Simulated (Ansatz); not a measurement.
The structure comes from a relaxation in the same program, started in the zincblende type, and has space group F-43m. Whether it is a known phase or the ground state wasn't checked.

LiH: DFT, PBE, all-electron LAPW, scalar-relativistic (Ansatz 0.2.0).

Command: `ansatz run input.yaml --threads 1 --pin off --max-ram 2048MiB --backend cpu --events-out ev --progress --plain --runs-dir out` The run took 3.2 s on 1 thread of Intel(R) Xeon(R) 6975P-C (Granite Rapids) (shared host).

```yaml
crystal:
  lattice:
    - [0.0, 2.1448521955, 2.1448521955]
    - [2.1448521955, 0.0, 2.1448521955]
    - [2.1448521955, 2.1448521955, 0.0]
  atoms:
    - { symbol: Li, position: [0.0, 0.0, 0.0] }
    - { symbol: H, position: [0.25, 0.25, 0.25] }
kpoints:
  mp_grid: { grid: [13, 13, 13] }
  band_path:
    path:
      - [0.0, 0.0, 0.0]
      - [-0.5, -0.5, 0.0]
      - [-0.375, -0.375, 0.25]
      - [-0.375, 0.0, 0.375]
      - [0.0, 0.0, 0.0]
      - [0.0, 0.0, 0.5]
      - [-0.5, -0.25, 0.25]
      - [-0.5, -0.5, 0.0]
    npoints: 14
scf:
  occupations: { method: fermi_dirac, width: 0.05 }
hamiltonian:
  xc: pbe
  pseudopotentials: { kind: all_electron, lapw: { basis_error: 0.00025 } }
output:
  forces: true
  stress: true
  eigenvalues: true
  populations: true
  dos: { projected: true, de: 0.2, e_range: [-14, 8] }
```

Output:

```
Li: projections on atomic orbitals take those of the free atom 1s2 2s1, of charge +0.00 (hamiltonian.pseudopotentials.projection_atoms)
H: projections on atomic orbitals take those of the free atom 1s1, of charge +0.00 (hamiltonian.pseudopotentials.projection_atoms)
LAPW: plane waves up to 8.074 Å⁻¹, error target 2.5e-4 eV per atom; small_component_spin mean_spin; H in spheres of 0.834 Å, 1 of its electrons in bands, Dirac shells []; Li in spheres of 1.024 Å, 3 of its electrons in bands, Dirac shells []
Engine: ansatz 0.2.0
Pseudopotentials: kind: all_electron
Pseudopotential: Li, LAPW, valence charge 3, Koelling and Harmon's equation, gaussian nucleus
Pseudopotential: H, LAPW, valence charge 1, Koelling and Harmon's equation, gaussian nucleus
Functional definition: PBE
  parameter kappa = 0.804
  parameter beta = 0.06672455060314922
  exchange = pbe_x(kappa = kappa, mu = beta*pi^2/3)
  correlation = pbe_c(beta = beta)
Crystal: 2 atoms, lattice volume = 19.734 Å³
Basis set: ecut = 248.3933791980456 eV, 169 PW (Γ), exchange–correlation at level 2
Bands: 6, of which v1, the nominal top of the filled ones, is band 2 counted from 1 (1 counted from 0)
Symmetry: 24 space group operations
Space group: F-43m (ITA 216), of the structure as read, at distance tolerance 2.7e-5 Å
k-points: 84 of 2197 (time reversal used)
Non-local potential: Li, projectors of the file, none
Non-local potential: H, projectors of the file, none
Initial density: superposition of atomic densities (chi_scale 0.1, normalization cell, long waves kept (reshape's long-wave potential 0.00 eV rms))
Initial wavefunctions: plane waves of lowest kinetic energy (no species holds an atomic orbital)
Functional: x = pbe(κ = 0.804, μ = 0.2195149727645171), c = pbe(β = 0.06672455060314922)
iter 1 solved again at ethr=1.78e-2 eV; its pass at ethr=1.00e-1 eV (dr2=7.13e-1 eV) is discarded
SCF iter   1: F=—  HF=-221.632681 eV  |F-HF|=—  |Δ(HF+E_count)|=         —  Δρ=5.52e-2  dr2=7.13e-1  ethr=1.78e-2  ⟨swp⟩=2.0  Hψ=3797  notcnv=0
preconditioner: auto → none  [insulator: Δε(μ)=5.192 eV  Ē_g=13.529 eV  σ=0.050 eV  W_gap=1.00  n_scr=0 (ndim 8)  ℏωp=11.8 eV  f_vac=0.000  D(μ)=0.00/eV (n_scr^D=0)  ε∞_Penn≈1.8]
SCF iter   2: F=—  HF=-221.313408 eV  |F-HF|=—  |Δ(HF+E_count)|=   3.19e-1  Δρ=1.76e-2  dr2=7.66e-2  ethr=1.78e-2  ⟨swp⟩=2.0  Hψ=1512  notcnv=0
iter 3 solved again at ethr=1.49e-5 eV; its pass at ethr=1.91e-3 eV (dr2=5.96e-4 eV) is discarded
SCF iter   3: F=—  HF=-221.295119 eV  |F-HF|=—  |Δ(HF+E_count)|=   1.83e-2  Δρ=1.68e-3  dr2=5.97e-4  ethr=1.49e-5  ⟨swp⟩=2.0  Hψ=2545  notcnv=0
SCF iter   4: F=—  HF=-221.296542 eV  |F-HF|=—  |Δ(HF+E_count)|=         —  Δρ=8.48e-5  dr2=1.84e-6  ethr=1.49e-5  ⟨swp⟩=3.0  Hψ=1592  notcnv=0
the basis was enlarged: its passes take 216.8 KiB over the memory plan, 1 of 1 planned eigensolver slots
SCF iter   5: F=-221.296541 eV  HF=-221.296541 eV  |F-HF|=7.63e-8  |Δ(HF+E_count)|=   1.02e-6  Δρ=5.09e-6  dr2=3.94e-9  ethr=4.59e-8  ⟨swp⟩=2.6  Hψ=1224  notcnv=0
SCF 1 converged in 5 iterations: F = -221.296541 eV  dr2 = 3.94e-9
NSCF: frozen V_eff on 99 k-points
SCF converged after 5 iterations
Free energy (F): -221.296541 eV
Harris-Foulkes:  -221.296541 eV  (|F-HF|=7.63e-8)
Internal energy: -221.296541 eV  (E = F + TS)
E sigma→0 (E₀):  -221.296541 eV
Fermi energy:    0.890278 eV
--- Per-component energies (eV) ---
  E_band       = -94.067533
  E_kinetic    = 219.088349
  E_xc         = -61.171769
  E_electrostatic = -379.213121  (all electrons and nuclei)
  E_smearing   = -0.000000  (= −TS)
  E_closure    = 0.000000  (closes the sum)
  E_atoms      = -215.272876  (free atoms, spherical and without spin; not in F)
  Σ components = -221.296541   (vs F -221.296541, Δ=0.00e0)
  Basis errors (estimates in eV, not in F): energy 1.5e-4 per atom: plane waves 1.4e-4 (7.6e-5 summed), levels above the bands 1.3e-139, relativity 7.7e-10, radial functions 9.4e-6, core shells 0.0e0; eigenvalues (radial functions only) 4.4e-4; not estimated: angular momenta, meshes, grids; target (lapw.basis_error) 2.5e-4; muffin-tin radii H 0.834 Å, Li 1.024 Å
--- Forces (eV/Å), atoms counted from 1 ---
  atom   1  Li    -0.00000000     0.00000000     0.00000000
  atom   2  H      0.00000000    -0.00000000     0.00000000
  max |Σ_I F_I| component: 1.85e-17 eV/Å
--- Stress (GPa, compression-positive) ---
       -0.047796       0.000000       0.000000
        0.000000      -0.047796      -0.000000
        0.000000      -0.000000      -0.047796
  P = ⅓ Tr σ = -0.0478 GPa (-0.478 kbar)
--- Band table (eV; the first three rows and the last of 84) ---
  k-point 0: bands = ["-44.5729", "-4.9468", "11.8221", "16.0158", "16.0158", "16.0158"]
  k-point 1: bands = ["-44.5716", "-4.8539", "11.2788", "15.0303", "15.6504", "15.6504"]
  k-point 2: bands = ["-44.5680", "-4.5774", "9.6490", "14.4736", "15.0186", "15.0186"]
  k-point 83: bands = ["-44.5431", "-1.2907", "4.8025", "6.0982", "9.8046", "16.5664"]
--- Löwdin populations: 2 sites ---
  site symbol       q [e]
     0     Li      2.3755
     1      H      1.5830
  spilling = 0.010379 (of n_electrons = 4.000000)
```

populations.tsv:

```
# site	symbol	l	j	q
# orbitals = lowdin
# n_electrons = 4.000000
# spilling = 0.010379
# projection_atom_Li: 1s2 2s1
# projection_atom_H: 1s1
0	Li	0_1S	-	1.984807
0	Li	0_2S	-	0.390715
1	H	0_1S	-	1.582961
```
